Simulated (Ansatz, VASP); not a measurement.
# SiC: VASP beside Ansatz

```
Si C
1.0
     3.02930    0.00000    0.00000
    -1.51465    2.62346    0.00000
     0.00000    0.00000    4.96886
Si C
2 2
Direct
  0.66667 0.33333 0.50456
  0.33333 0.66667 0.00456
  0.66667 0.33333 0.88044
  0.33333 0.66667 0.38044
```

Alike in both runs: functional PBE; k mesh 12 × 12 × 6; occupations gaussian, width 0.02 eV; no spin polarisation.

Ansatz relaxed the structure, and its values are those at the end. VASP's run is a single point on that final structure, the one shown.

|  | VASP | Ansatz |
| --- | --- | --- |
| version | VASP 6.6.1 | Ansatz 0.2.0 |
| potentials or method | VASP PAW PBE potentials, release 64 (Si, C) | scalar-relativistic, plane waves, PAW |
| plane-wave cutoff (eV) | 520 | 420 |
| valence electrons in the cell | 16 | 16 |

Ansatz gave:

- gap on the k mesh at the Fermi level (eV): 2.20
- least direct gap on the mesh (eV): 4.06
- pressure (GPa): 14.9
- rms of the force components (eV/Å): 0.005

Estimate VASP's values.

gap on the k mesh at the Fermi level (eV): 2.19; least direct gap on the mesh (eV): 4.06; pressure (GPa): 14.8; rms of the force components (eV/Å): 0.005.

A k mesh can miss the band edges. PBE gaps usually lie below the measured ones, often by a third to a half.
